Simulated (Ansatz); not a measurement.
Input and command of a plane-wave DFT calculation in Ansatz:

```yaml
crystal:
  lattice:
    - [-1.5807629707, 1.5969807111, 4.2558240651]
    - [1.5463810982, -1.5467208207, 4.224539622]
    - [1.5614469953, 1.5274048453, -4.2372475064]
  atoms:
    - { symbol: Al, position: [0.6367552543, 0.6869735162, 0.0161113137] }
    - { symbol: Al, position: [0.3120922035, 0.3647170365, 0.026443777] }
    - { symbol: Ru, position: [0.0003896391, -0.0061878737, 0.020127354] }
basis:
  ecutwfc: 300
kpoints:
  mp_grid: { grid: [10, 10, 12] }
hamiltonian:
  xc: r2scan
scf:
  occupations: { method: gaussian, width: 0.1 }
output:
  forces: true
  stress: true
  eigenvalues: true
```

```bash
ansatz run input.yaml --threads 1 --pin off --max-ram 2560MiB --backend cpu --events-out ev --progress --plain --runs-dir out
```

Processor: AMD EPYC 9R45 96-Core Processor (Zen 5), 1 thread, on a host shared with other jobs.

Q: How long does it run, and how much memory does it take?

A: About 11 s on 1 thread of AMD EPYC 9R45 96-Core Processor (Zen 5), with other jobs on the host, peak memory 0.62 GiB. It solves 15 bands at 604 k points (the mesh reduced by symmetry) with about 483 plane waves, in 7 SCF iterations.
